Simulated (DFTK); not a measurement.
Runs of DFTK 0.8.2 on V. It takes space group Im-3m (No. 229, cubic). Conventional cell: a = 3.029 Å, b = 3.029 Å, c = 3.029 Å, α = 90.00°, β = 90.00°, γ = 90.00°. V (site symmetry m-3m) is surrounded by 8 V at 2.62 Å. 

```csv
task,level,potentials or basis,k mesh,cutoff (eV),valence electrons,mesh quality,gap on the mesh (eV),pressure (GPa),moment (μB)
band structure,PBE,dojo.nc.sr.pbe.v0_5.stringent.upf (PBE),12 × 12 × 12,1143,V 13,not flagged,none,-5.3,0.00
band structure,PBE,SG15 1.2 (PBE),12 × 12 × 12,1225,V 13,not flagged,none,-5.2,0.00
band structure,PBE,dojo.nc.sr.pbe.v0_5.standard.upf (PBE),12 × 12 × 12,1143,V 13,not flagged,none,-5.3,0.00
band structure,PBE,"in-house norm-conserving set (PBE, scalar relativistic)",12 × 12 × 12,1143,V 13,not flagged,none,-5.3,0.00
band structure,PBEsol,SG15 1.2 (PBE),12 × 12 × 12,1225,V 13,not flagged,none,-11.8,0.00
band structure,LDA,"cp2k.nc.sr.lda.v0_1.largecore.gth (LDA, GTH, large core)",12 × 12 × 12,1633,V 5,not flagged,none,(a),2.75
```

Alike in all rows: spin collinear, ferromagnetic start; cell as given; smearing fermi-dirac 0.05 eV.

Q: Fill in the values left out.

A: (a) 23.6.

Caveats: the potentials were made for another functional, which shifts forces and pressure (some runs); GTH potentials come without recommended cutoffs, and this one wasn't checked for convergence (some runs); so large a pressure means that the cell lies far from this level's equilibrium, or that cutoff or potentials fall short (some runs); this set keeps more shells in the core, which shifts pressures and gaps (some runs).

A gap of «none» marks a metal or a gap under the smearing width.
